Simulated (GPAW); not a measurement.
**Fe6 on W4 110: which magnetic order is lowest**

Does Fe6 on W4 110 prefer parallel or opposed moments, or none?

Main program and level: GPAW 26.7.0; PBE; plane waves with GPAW's PAW setups, scalar-relativistic.

## Step 1: The starting structure

The cell holds 10 atoms: 4 W and 6 Fe. Its edges and angles: a = 2.741 Å, b = 2.741 Å, c = 28.994 Å, α = 90.0°, β = 90.0°, γ = 109.5°. ideal sites on the substrate's mesh, layer spacings from atomic volumes, unrelaxed, 12 A of vacuum. Vacuum lies along c.

## Step 2: Start 1: ferro ++++++

The parallel start comes first: it fits the smallest cell, keeps the most symmetry and shows whether parallel moments form.

The input, order1.py:

```python
import json
import numpy as np
from ase import Atoms
from ase.parallel import paropen, parprint
from gpaw import GPAW

atoms = Atoms(['W', 'W', 'W', 'W', 'Fe', 'Fe', 'Fe', 'Fe', 'Fe', 'Fe'],
    cell=[[1.5825, -2.237993, 0.0],
         [1.5825, 2.237993, 0.0],
         [0.0, 0.0, 28.9943]],
    scaled_positions=[[0.0, 0.0, 0.206937],
         [0.5, 0.5, 0.284113],
         [0.0, 0.0, 0.36129],
         [0.5, 0.5, 0.438466],
         [0.0, 0.0, 0.505782],
         [0.5, 0.5, 0.563238],
         [0.0, 0.0, 0.620694],
         [0.5, 0.5, 0.678151],
         [0.0, 0.0, 0.735607],
         [0.5, 0.5, 0.793063]],
    pbc=True,
    magmoms=[0.0, 0.0, 0.0, 0.0, 2.6, 2.6, 2.6, 2.6, 2.6, 2.6])
atoms.calc = GPAW(mode={'name': 'pw', 'ecut': 450},
    xc='PBE',
    kpts={'size': (18, 18, 1), 'gamma': True},
    occupations={'name': 'fermi-dirac', 'width': 0.05},
    convergence={'density': 1e-05, 'energy': 1e-05},
    maxiter=250,
    mixer={'name': 'pulay', 'beta': 0.03, 'nmaxold': 8, 'weight': 100},
    symmetry={'tolerance': 1e-4},
    txt='order1.txt')
e = atoms.get_potential_energy(force_consistent=True)
res = {'free_energy': e, 'energy_sigma0': atoms.get_potential_energy(), 'fermi_energy': atoms.calc.get_fermi_level()}
res['moments'] = atoms.get_magnetic_moments().tolist()
res['total'] = atoms.get_magnetic_moment()
parprint('site moments (muB):', np.round(res['moments'], 3))
parprint(f"total moment: {res['total']:.3f} muB")
parprint(f'free energy: {e:.6f} eV')
atoms.calc.write('order1.gpw')
with paropen('results.json', 'w') as f:
    json.dump(res, f)
```

Command:

```sh
$ OMP_NUM_THREADS=1 mpirun -n 8 gpaw python order1.py > order1.log
```

Numbers of over 12 decimals in the logs are rounded to 6 here.

The program printed:

```text
site moments (muB): [ 5.000e-03  1.000e-03 -5.000e-03 -8.900e-02  2.100e+00  2.429e+00
  2.365e+00  2.312e+00  2.353e+00  2.772e+00]
total moment: 14.236 muB
free energy: -96.287059 eV

--- order1.txt ---
Input parameters:
  mode=PW(ecut=450),
  convergence={'density': 1e-05, 'energy': 1e-05},
  kpts=MonkhorstPack(size=(18, 18, 1), gamma=True),
  maxiter=250,
  mixer=Pulay(name='pulay', nmaxold=8, beta=0.03, weight=100, sigma=0.015, g_ss=None),
  occupations=Occupations(name='fermi-dirac', width=0.05),
  symmetry=Symmetry(tolerance=0.0001),
  xc=XC(name='PBE')

Diagonalizing LCAO Hamiltonian
Converting LCAO to pw mode

           Fe

       Fe

           Fe

       Fe

           Fe

       Fe

           W

       W

           W

       W

Atoms  # Å, Bohr magnetons
|   | symbol |        x |        y |         z |    initial magnetic moments |
|---|--------|----------|----------|-----------|-----------------------------|
| 0 |      W | 0.000000 | 0.000000 |  5.999993 | ( 0.0000,  0.0000,  0.0000) |
| 1 |      W | 1.582500 | 0.000000 |  8.237658 | ( 0.0000,  0.0000,  0.0000) |
| 2 |      W | 0.000000 | 0.000000 | 10.475351 | ( 0.0000,  0.0000,  0.0000) |
| 3 |      W | 1.582500 | 0.000000 | 12.713015 | ( 0.0000,  0.0000,  0.0000) |
| 4 |     Fe | 0.000000 | 0.000000 | 14.664795 | ( 0.0000,  0.0000,  2.6000) |
| 5 |     Fe | 1.582500 | 0.000000 | 16.330692 | ( 0.0000,  0.0000,  2.6000) |
| 6 |     Fe | 0.000000 | 0.000000 | 17.996588 | ( 0.0000,  0.0000,  2.6000) |
| 7 |     Fe | 1.582500 | 0.000000 | 19.662514 | ( 0.0000,  0.0000,  2.6000) |
| 8 |     Fe | 0.000000 | 0.000000 | 21.328410 | ( 0.0000,  0.0000,  2.6000) |
| 9 |     Fe | 1.582500 | 0.000000 | 22.994307 | ( 0.0000,  0.0000,  2.6000) |

Unit cell  # Å
| periodic |        x |         y |         z |   lengths |     angles |
|----------|----------|-----------|-----------|-----------|------------|
|      yes | 1.582500 | -2.237993 |  0.000000 |  2.740970 |  90.000000 |
|      yes | 1.582500 |  2.237993 |  0.000000 |  2.740970 |  90.000000 |
|      yes | 0.000000 |  0.000000 | 28.994300 | 28.994300 | 109.471222 |

Number of symmetries: 4

BZ-sampling:
  Number of BZ points: 324
  Number of IBZ points: 91

  Monkhorst-Pack size: [18, 18, 1]
  Monkhorst-Pack shift: [0.027778, 0.027778, 0.0]

K-points  # in reciprocal-cell coordinates
|     |                                coordinates |     weight |
|-----|--------------------------------------------|------------|
|   0 | ( -0.00000000,  -0.00000000,   0.00000000) | 0.00308642 |
|   1 | (  0.05555556,  -0.05555556,   0.00000000) | 0.00617284 |
|   2 | (  0.05555556,  -0.00000000,   0.00000000) | 0.01234568 |
|   3 | (  0.05555556,   0.05555556,   0.00000000) | 0.00617284 |
|   4 | (  0.11111111,  -0.11111111,   0.00000000) | 0.00617284 |
|   5 | (  0.11111111,  -0.05555556,   0.00000000) | 0.01234568 |
|   6 | (  0.11111111,  -0.00000000,   0.00000000) | 0.01234568 |
|   7 | (  0.11111111,   0.05555556,   0.00000000) | 0.01234568 |
|   8 | (  0.11111111,   0.11111111,   0.00000000) | 0.00617284 |
|   9 | (  0.16666667,  -0.16666667,   0.00000000) | 0.00617284 |
| ... |                                            |            |
|  90 | (  0.50000000,   0.50000000,   0.00000000) | 0.00308642 |

Plane wave coefficients: 4510
Cutoff: 450.000000 eV

Spin-components: 2 (collinear spins)
Bands:           76
Projectors:      60
Spin-degeneracy: 1
Datatype:        complex128

Parallelization:
  kpt:    8
  domain: 1
  band:   1

Density:
  Valence electrons: 104.0
  Components: 2
  Grid points: [ 14  14 144]
  Charge: 0.0  # |e|

Potential:
  Grid points: [ 14  14 144]

species:
  W:
    name:    Tungsten
    Z:       74.0
    valence: 14
    core:    60
    charge:  0.0  # [|e|]
    compensation charges:
      type: gauss
      rc: 0.40  # [Å]
      lmax: 2
    cutoffs:
      filter: 2.36  # [Å]
      core: 3.02  # [Å]
    projectors
    | kind |    occ | energy [eV] | rcut [Å] |
    |------|--------|-------------|----------|
    |   5s |  2.000 |     -78.830 |    1.344 |
    |   6s |  2.000 |      -5.697 |    1.344 |
    |   5p |  6.000 |     -43.233 |    1.355 |
    |   6p |  0.000 |      -1.367 |    1.355 |
    |   5d |  4.000 |      -4.494 |    1.228 |
    |    d |        |      22.717 |    1.228 |

    Using partial waves for W as LCAO basis

  Fe:
    name:    Iron
    Z:       26.0
    valence: 8
    core:    18
    charge:  0.0  # [|e|]
    compensation charges:
      type: gauss
      rc: 0.33  # [Å]
      lmax: 2
    cutoffs:
      filter: 2.06  # [Å]
      core: 2.67  # [Å]
    projectors
    | kind |    occ | energy [eV] | rcut [Å] |
    |------|--------|-------------|----------|
    |   4s |  2.000 |      -5.291 |    1.164 |
    |   4p |  0.000 |      -1.326 |    1.058 |
    |   3d |  6.000 |      -7.505 |    1.058 |
    |    s |        |      21.920 |    1.164 |
    |    p |        |      25.885 |    1.058 |
    |    d |        |      19.706 |    1.058 |

    Using partial waves for Fe as LCAO basis

Reference energy: -1962803.414220  # eV

eigensolver:
  PPCG
  Converge bands: occupied
  niter=2

density mixing:
  Pulay-Mixer
  Linear mixing parameters: 0.03
  Old densities: 8
  Fourier metric: weight=100, sigma=0.015

occupation numbers:
  Fermi-Dirac:
    width: 0.0500  # eV

poisson solver:
  ecut: 3600.000000  # eV

xc functional:
  name: PBE with 2 nearest neighbor stencil

convergence criteria:
- Maximum integral of absolute [dens]ity change: 1e-05 electrons / valence electron
- Maximum [total energy] change in last 3 cyles: 1e-05 eV / valence electron
- Maximum integral of absolute [eigenst]ate change: 4e-08 eV^2 / valence electron
maximum number of iterations: 250

SCF iterations
|iter     |      energy | eigst |  dens |  magmom |
|---------|-------------|-------|-------|---------|
|iter:   1|       0s | -111.254506 | +0.27 |       | +15.6231|
|iter:   2|      16s | -520.488802 | +1.26 | -0.65 | +15.4381|
|iter:   3|      36s | -130.057190 | +0.59 | -0.15 | +15.3603|
|iter:   4|      54s |  -97.644266 | +0.09 | -0.51 | +15.3463|
|iter:   5|      70s |  -97.340908 | -0.74 | -0.97 | +15.3338|
|iter:   6|      86s |  -97.303026 | -1.90 | -1.08 | +15.3289|
|iter:   7|     101s |  -96.908697 | -2.56 | -1.09 | +15.3068|
|iter:   8|     119s |  -96.723201 | -2.49 | -1.12 | +15.2537|
|iter:   9|     137s |  -96.075931 | -2.00 | -1.15 | +15.1647|
|iter:  10|     156s |  -95.922951 | -1.93 | -1.26 | +15.0431|
[... 39 iterations left out ...]
|iter:  50|     738s |  -96.258136c| -7.98c| -4.51 | +14.2352|
|iter:  51|     747s |  -96.258136c| -8.28c| -4.58 | +14.2353|
|iter:  52|     755s |  -96.258136c| -8.14c| -4.61 | +14.2358|
|iter:  53|     764s |  -96.258137c| -8.42c| -4.72 | +14.2361|
|iter:  54|     773s |  -96.258136c| -8.49c| -4.78 | +14.2361|
|iter:  55|     782s |  -96.258136c| -8.93c| -4.86 | +14.2361|
|iter:  56|     791s |  -96.258136c| -9.31c| -4.88 | +14.2361|
|iter:  57|     799s |  -96.258136c| -8.79c| -4.92 | +14.2362|
|iter:  58|     809s |  -96.258137c| -8.86c| -4.99 | +14.2364|
|iter:  59|     817s |  -96.258137c| -9.19c| -5.12c| +14.2364|

Converged in 59 steps
Energy contributions relative to reference atoms: (reference = -1962803.414220)

Energy contributions:
  Kinetic:          77.212737
  Coulomb:         -74.559390
  Zero:              0.857531
  External:          0.000000
  Xc:              -99.740092
  Entropy:          -0.057844
  Spinorbit:         0.000000
  ----------------------------
  Free energy:     -96.287059
  Extrapolated:    -96.258137

dipole moment: (-46.830795, -0.000000, 0.096653)  # |e|*Ang

Total magnetic moment: (0.000000, 0.000000, 14.236351)

Local magnetic moments
|        x |        y |         z |
|----------|----------|-----------|
| 0.000000 | 0.000000 |  0.005404 |  # W    0
| 0.000000 | 0.000000 |  0.000922 |  # W    1
| 0.000000 | 0.000000 | -0.004513 |  # W    2
| 0.000000 | 0.000000 | -0.089220 |  # W    3
| 0.000000 | 0.000000 |  2.100084 |  # Fe   4
| 0.000000 | 0.000000 |  2.429159 |  # Fe   5
| 0.000000 | 0.000000 |  2.365373 |  # Fe   6
| 0.000000 | 0.000000 |  2.312237 |  # Fe   7
| 0.000000 | 0.000000 |  2.353425 |  # Fe   8
| 0.000000 | 0.000000 |  2.772424 |  # Fe   9

Fermi level: 6.409
Eigenvalues  # (at kpt = [-0.000, -0.000, 0.000])
| band index |      eig [eV] | occ [0-1] |      eig [eV] | occ [0-1] |
|------------|---------------|-----------|---------------|-----------|
|          0 |       -67.567 |     1.000 |       -67.566 |     1.000 |
|        ... |               |           |               |           |
|         45 |         4.828 |     1.000 |         6.696 |     0.003 |
|         46 |         4.883 |     1.000 |         6.791 |     0.000 |
|         47 |         4.895 |     1.000 |         6.801 |     0.000 |
|         48 |         4.952 |     1.000 |         7.007 |     0.000 |
|         49 |         4.985 |     1.000 |         7.153 |     0.000 |
|         50 |         5.048 |     1.000 |         7.247 |     0.000 |
|         51 |         5.058 |     1.000 |         7.350 |     0.000 |
|         52 |         5.061 |     1.000 |         7.414 |     0.000 |
|         53 |         5.073 |     1.000 |         7.469 |     0.000 |
|         54 |         5.165 |     1.000 |         7.548 |     0.000 |
|         55 |         5.232 |     1.000 |         7.558 |     0.000 |
|         56 |         5.487 |     1.000 |         7.559 |     0.000 |
|         57 |         5.616 |     1.000 |         7.604 |     0.000 |
|         58 |         5.779 |     1.000 |         7.758 |     0.000 |
|         59 |         5.819 |     1.000 |         7.870 |     0.000 |
|         60 |         6.119 |     0.997 |         7.939 |     0.000 |
|        ... |               |           |               |           |
|         75 |         9.689 |     0.000 |        10.068 |     0.000 |

No gap
No difference between direct/indirect transitions
```

Wall time 14 min (8 MPI ranks of Intel Xeon Platinum 8175M at 2.50GHz (Skylake/Cascade Lake), shared host); peak memory 3 GiB; 1.9 h of CPU time.

Spin moment in the augmentation sphere by atom:

```csv
atom,spin moment in the augmentation sphere (μB)
W1,0.01
W2,0.00
W3,0.00
W4,-0.09
Fe5,2.10
Fe6,2.43
Fe7,2.37
Fe8,2.31
Fe9,2.35
Fe10,2.77
```

Read from the output:

| Item | Value |
| --- | --- |
| magnetization | 14.24 μB |
| final state | ferromagnetic |

After 59 cycles the largest moment stands at 2.77 μB.

[end of part 1 of 2]

[Logs and program files are shortened in this print: banners, set-up blocks, solver, clock and traceback lines can be left out without a mark of their own.]

[Logs are printed without paths, hosts, clocks, repeated set-up lines and the standing remarks that a program may print on its own settings, such as how far it seeks lower states.]

[Hosts, paths, dates, database ids (printed as entryN), source tags and the programs' standing remarks are cut or masked in the printed files.]

[Where a cell is said to come from a database of computed structures, the database is the Materials Project.]
